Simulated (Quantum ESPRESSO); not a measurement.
# Mo in Quantum ESPRESSO: the effect of target pressure

Crystal: Mo.

```xyz
1
Lattice="-1.5838 1.5838 1.5838 1.5838 -1.5838 1.5838 1.5838 1.5838 -1.5838" Properties=species:S:1:pos:R:3 pbc="T T T"
Mo    0.0000    0.0000    0.0000
```

Alike in all runs:

* Program: Quantum ESPRESSO 7.5
* Task: phonons
* Functional: PBEsol
* Potentials or basis: GBRV 1.5 PBEsol
* Cutoff: 612 eV
* Density cutoff: 4898 eV
* k mesh: 10 × 10 × 10
* Occupations: cold, width 0.2 eV
* Spin: no spin polarisation

Each run relaxes the cell or the atoms first.

```csv
target pressure,relaxed volume (Å³/atom),highest phonon frequency (cm⁻¹)
0 GPa,15.25,-25
10 GPa,14.75,21
25 GPa,14.13,57
50 GPa,13.33,107
80 GPa,?,?
```

What does the run with target pressure 80 GPa give?

Relaxed volume 12.60 Å³/atom; highest phonon frequency 152 cm⁻¹.

Worked out: In Murnaghan's law V^(-B') rises as a straight line in P. The other rows fit best with B' = 4.0, V0 = 15.25 Å³/atom and B0 = 281 GPa, which gives 12.61 Å³/atom at 80 GPa, against the run's 12.60. A parabola through the other rows of the highest phonon frequency, of slope -0.702 cm⁻¹ per GPa there, extrapolates to 112 cm⁻¹, against the run's 152.

Caveats: the mesh is thin for the phonons of a metal; the cell is more than 3 GPa from zero pressure, which shifts response properties (some runs); the volume moved by over 15 % at a fixed basis, so the end points are rough (some runs); some modes are imaginary (some runs).

Runs at the PBE level aren't shown here.
